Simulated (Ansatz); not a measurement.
# Rhodium, hcp under LDA: ground state and equation of state, part 2 of 2

The plan for rhodium in the hcp structure: relax it, solve it on a dense k-mesh, switch on spin-orbit coupling, then scale the cell to 7 volumes from 88 to 112 % of the relaxed one and try a fit of the equation of state. The k-meshes are 13×13×7 for the relaxation; 22×22×12 for the dense run; 13×13×7 for spin-orbit coupling; 15×15×8 for the volumes.

Ansatz 0.2.0; DFT, LDA (PW92), plane waves (420 eV) with PAW, scalar-relativistic. The steps go on from the part before.

## (9) At 104 % of the relaxed volume

This is Rh in the hcp structure; at room conditions it is fcc.

input.yaml reads:

```yaml
crystal:
  lattice:
    - [2.70481259, 0.0, 0.0]
    - [-1.352406295, 2.3424364154, 0.0]
    - [0.0, 0.0, 4.363835713]
  atoms:
    - { symbol: Rh, position: [0.3333333333, 0.6666666667, 0.25] }
    - { symbol: Rh, position: [0.6666666667, 0.3333333333, 0.75] }
hamiltonian:
  xc: lda
  pseudopotentials:
    kind: paw
    azcp:
      Rh: "pseudopotentials/Rh.paw.azcp"
basis:
  ecutwfc: 420
  fft_grid_basis: typed
kpoints:
  mp_grid: { grid: [15, 15, 8], shift: [0, 0, 0] }
magnetization:
  spin_polarized: false
scf:
  occupations: { method: fermi_dirac, width: 0.1 }
  lower_state_search: "off"
output:
  stress: true
```

Log, shortened:

```text
Warning: <dir> the record states the generating functional pbe (its physics header spells it `PBE`), which answers neither for hamiltonian.xc's functional nor for the lda family's — results may be inconsistent (PPs are generated against a specific XC)
Warning: RAYON_NUM_THREADS=2 ignored (pool sized by the plan → 2); use --threads N
[...]
Pseudopotentials: kind: paw
Pseudopotential: Rh, paw, valence charge 17, recommended cutoff 420 eV (normal), <dir>
Functional definition: SPW92
[...]
Crystal: 2 atoms, lattice volume = 27.649 Å³
Basis set: ecut = 420 eV, 549 PW (Γ)
Bands: 21, of which v1, the nominal top of the filled ones, is band 17 counted from 1 (16 counted from 0)
Symmetry: 24 space group operations
Space group: P63/mmc (ITA 194), of the structure as read, at distance tolerance 3.0e-5 Å
k-points: 135 of 1800
[...]
SCF iter   1: F=—  HF=-12557.232295 eV  |F-HF|=—  |Δ(HF+E_count)|=         —  Δρ=1.37e-2  dr2=2.71e-2  ethr=1.77e-3  ⟨swp⟩=4.8  Hψ=11025  notcnv=0
[...]
SCF iter   6: F=-12557.226187 eV  HF=-12557.226187 eV  |F-HF|=1.82e-10  |Δ(HF+E_count)|=   1.25e-9  Δρ=1.53e-6  dr2=2.56e-10  ethr=2.52e-11  ⟨swp⟩=1.5  Hψ=9102  notcnv=0
[...]
SCF converged after 6 iterations
Free energy (F): -12557.226187 eV
[...]
E sigma→0 (E₀):  -12557.171569 eV
Entropy (-TS):   -0.109236 eV (-54.618 meV/atom)
Fermi energy:    21.996873 eV
[...]
--- Stress (GPa, compression-positive) ---
      -10.907792       0.000000       0.000000
        0.000000     -10.907792       0.000000
        0.000000       0.000000     -11.631332
  P = ⅓ Tr σ = -11.1490 GPa (-111.490 kbar)
```

Wall time 1.3 s (2 threads of an x86-64 CPU, shared host); peak memory 0.37 GiB.

## (10) At 108 % of the relaxed volume

input.yaml, as its differences from that of step 9:

```diff
@@ -2,5 +2,5 @@
   lattice:
-    - [2.70481259, 0.0, 0.0]
-    - [-1.352406295, 2.3424364154, 0.0]
-    - [0.0, 0.0, 4.363835713]
+    - [2.7390543591, 0.0, 0.0]
+    - [-1.3695271795, 2.3720906574, 0.0]
+    - [0.0, 0.0, 4.4190800044]
   atoms:
```

Log, shortened:

```text
Warning: <dir> the record states the generating functional pbe (its physics header spells it `PBE`), which answers neither for hamiltonian.xc's functional nor for the lda family's — results may be inconsistent (PPs are generated against a specific XC)
Warning: RAYON_NUM_THREADS=2 ignored (pool sized by the plan → 2); use --threads N
[...]
[... 3 set-up lines as earlier in the session ...]
[...]
Crystal: 2 atoms, lattice volume = 28.712 Å³
Basis set: ecut = 420 eV, 573 PW (Γ)
Bands: 21, of which v1, the nominal top of the filled ones, is band 17 counted from 1 (16 counted from 0)
[... 1 set-up line as earlier in the session ...]
Space group: P63/mmc (ITA 194), of the structure as read, at distance tolerance 3.1e-5 Å
k-points: 135 of 1800
[...]
SCF iter   1: F=—  HF=-12557.129183 eV  |F-HF|=—  |Δ(HF+E_count)|=         —  Δρ=1.37e-2  dr2=2.98e-2  ethr=1.77e-3  ⟨swp⟩=4.7  Hψ=10949  notcnv=0
[...]
SCF iter   6: F=-12557.122324 eV  HF=-12557.122324 eV  |F-HF|=1.73e-10  |Δ(HF+E_count)|=  5.28e-11  Δρ=1.49e-6  dr2=2.40e-10  ethr=2.66e-11  ⟨swp⟩=1.7  Hψ=8557  notcnv=0
[...]
SCF converged after 6 iterations
Free energy (F): -12557.122324 eV
[...]
E sigma→0 (E₀):  -12557.064140 eV
Entropy (-TS):   -0.116368 eV (-58.184 meV/atom)
Fermi energy:    20.930310 eV
[...]
--- Stress (GPa, compression-positive) ---
      -19.470632       0.000000      -0.000000
        0.000000     -19.470632      -0.000000
       -0.000000      -0.000000     -20.418493
  P = ⅓ Tr σ = -19.7866 GPa (-197.866 kbar)
```

Run time: 1.4 s. Hardware: 2 threads of an x86-64 CPU, shared host; peak memory 0.37 GiB.

## (11) At 112 % of the relaxed volume

input.yaml, as its differences from that of step 10:

```diff
@@ -2,5 +2,5 @@
   lattice:
-    - [2.7390543591, 0.0, 0.0]
-    - [-1.3695271795, 2.3720906574, 0.0]
-    - [0.0, 0.0, 4.4190800044]
+    - [2.7724607534, 0.0, 0.0]
+    - [-1.3862303767, 2.4010214435, 0.0]
+    - [0.0, 0.0, 4.4729765357]
   atoms:
```

Log, shortened:

```text
Warning: <dir> the record states the generating functional pbe (its physics header spells it `PBE`), which answers neither for hamiltonian.xc's functional nor for the lda family's — results may be inconsistent (PPs are generated against a specific XC)
Warning: RAYON_NUM_THREADS=2 ignored (pool sized by the plan → 2); use --threads N
[...]
[... 3 set-up lines as earlier in the session ...]
[...]
Crystal: 2 atoms, lattice volume = 29.775 Å³
Basis set: ecut = 420 eV, 579 PW (Γ)
Bands: 21, of which v1, the nominal top of the filled ones, is band 17 counted from 1 (16 counted from 0)
[... 2 set-up lines as earlier in the session ...]
k-points: 135 of 1800
[...]
SCF iter   1: F=—  HF=-12556.975419 eV  |F-HF|=—  |Δ(HF+E_count)|=         —  Δρ=1.36e-2  dr2=3.28e-2  ethr=1.77e-3  ⟨swp⟩=4.7  Hψ=10936  notcnv=0
[...]
SCF iter   6: F=-12556.967792 eV  HF=-12556.967792 eV  |F-HF|=4.03e-9  |Δ(HF+E_count)|=  5.82e-10  Δρ=8.09e-6  dr2=6.28e-9  ethr=5.42e-11  ⟨swp⟩=1.4  Hψ=9170  notcnv=0
[...]
SCF converged after 6 iterations
Free energy (F): -12556.967792 eV
[...]
E sigma→0 (E₀):  -12556.905955 eV
Entropy (-TS):   -0.123674 eV (-61.837 meV/atom)
Fermi energy:    19.940552 eV
[...]
--- Stress (GPa, compression-positive) ---
      -26.114636       0.000000      -0.000000
        0.000000     -26.114636      -0.000000
        0.000000      -0.000000     -27.232234
  P = ⅓ Tr σ = -26.4872 GPa (-264.872 kbar)
```

It took 1.1 s on 2 threads of an x86-64 CPU, shared host; peak memory 0.37 GiB.

## (12) The equation of state

The cell was scaled evenly, with its shape and the fractional positions fixed.

| V (Å³/atom) | E − E₀ (meV/atom) | P from the stress (GPa) | P from the fit (GPa) |
| --- | --- | --- | --- |
| 11.697 | 235.5 | 54.96 | 54.60 |
| 12.229 | 94.2 | 32.05 | 31.55 |
| 12.761 | 20.6 | 14.05 | 13.53 |
| 13.293 | 0.0 | -0.08 | -0.59 |
| 13.824 | 21.1 | -11.15 | -11.66 |
| 14.356 | 74.8 | -19.79 | -20.33 |
| 14.888 | 153.9 | -26.49 | -27.10 |

A third-order Birch-Murnaghan fit gives V₀ = 13.268 Å³/atom, B₀ = 315 GPa and B₀′ = 5.1; it misses no point by more than 0.06 meV/atom.

Fit and stress differ a little: one follows E(σ → 0), the other the smeared free energy.

## (13) Results

The summary covers parts 1 to 2.

| quantity | value |
| --- | --- |
| space group (spins left aside) | P6_3/mmc (No. 194) |
| conventional cell | a = 2.670 Å, c = 4.307 Å (c/a = 1.613) |
| volume | 13.293 Å³/atom |
| shortest distance | 2.648 Å |
| gap on the mesh | none (levels filled in part) |
| relative to fcc | +43 meV/atom |
| V₀, B₀, B₀′ | 13.268 Å³/atom, 315 GPa, 5.1 |

**Reading.** The relaxation shrank the cell by 3.3 % in volume. It lies 43 meV/atom above the element's reference form at the same level (fcc, from a run of its own). Levels at the Fermi energy are filled in part, as in a metal. The total energy of the spin-orbit run lies -1.8 eV/atom from the scalar one, but the two kinds of run don't share a zero of energy: only differences within one kind count. The fitted modulus is 315 GPa, among the stiffest elements; letting shape and positions relax at each volume could only lower it. The symmetry was held, so the structure may be unstable against distortions that break it.
